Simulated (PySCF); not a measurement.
**Simulated absorption spectrum**

Species: urea, CH4N2O.
SMILES: `C(N)(N)=O`

Method: PySCF 2.14.0, density-fitted response routines, TDDFT CAM-B3LYP/aug-cc-pVTZ, vertical, gas phase, core orbitals frozen in the response. Isolated species at its PBE0-D3(BJ)/def2-TZVP geometry, gas phase. Torsions of this conformer, `[NH2:1][C:2]([NH2:3])=[O:4]`: H–N1–C2–N3 -167°, H–N1–C2–N3 -27°, H–N3–C2–N1 -27°, H–N3–C2–N1 -167°.

Computed states:

```csv
state,E (eV),f
S1,6.44,0.023
S2,6.50,0.0004
S3,6.59,0.0036
S4,6.93,0.040
S5,7.36,0.015
S6,7.52,0.019
S7,7.60,0.035
S8,7.81,0.012
S9,7.89,0.035
S10,7.95,0.043
```

Each state is given a Gaussian of 0.3 eV full width at half maximum, with ε(max) = 2.175×10⁸ f / Δν̃ (Δν̃ the width in cm⁻¹). The width is an assumption, not a result. The curve ends short of the highest state used, and states not computed would add to its high-energy end.

Question: What does the envelope look like, and where are its maxima?

Answer: 
(λ (nm), ε (L mol⁻¹ cm⁻¹)): (168.8, 2476), (170.1, 1718), (171.4, 1226), (172.7, 1104), (174.1, 1455), (175.4, 2146), (176.7, 2933), (178.0, 3481), (179.3, 3546), (180.7, 3072), (182.0, 2356), (183.3, 1668), (184.6, 1220), (185.9, 1088), (187.2, 1236), (188.6, 1590), (189.9, 1952), (191.2, 2207), (192.5, 2261), (193.8, 2088), (195.2, 1708), (196.5, 1274), (197.8, 861), (199.1, 528), (200.4, 295), (201.8, 143), (203.1, 66), (204.4, 28), (205.7, 11), (207.0, 4)

Maxima: 192 nm (6.45 eV), ε about 2300, made up of S1 (90%); 179 nm (6.93 eV), ε about 3600, made up of S4 (100%) (ε in L mol⁻¹ cm⁻¹; maxima over ε = 5, shares over 10%). At its high-energy end, 7.35 eV, the curve is still rising (ε about 2600, from S5, S6 and S7).

Question: Coming from long wavelengths, where does ε first pass 100 L mol⁻¹ cm⁻¹?

Answer: At about 202 nm (6.13 eV), 0.31 eV below S1.

Question: What would ε be at 6.93 eV, the highest of these maxima, with half the width (0.15 eV)?

Answer: About 7120 L mol⁻¹ cm⁻¹ against 3580, a factor of about 1.99; a lone state at its own centre would give exactly 2.

Question: On this curve, what absorbance would a 10⁻⁴ mol/L sample give at 193 nm over a 1 cm path?

Answer: 193 nm is 6.424 eV, where ε is about 2200 L mol⁻¹ cm⁻¹, so A = ε c l ≈ 0.22 (Beer–Lambert, with the gas-phase spectrum and the assumed width).

On one thread, Arm Neoverse V1 (aarch64), shared host with 32 logical CPUs at a one-minute load of 13, this took 25 s and 1.0 GiB of memory at its peak.
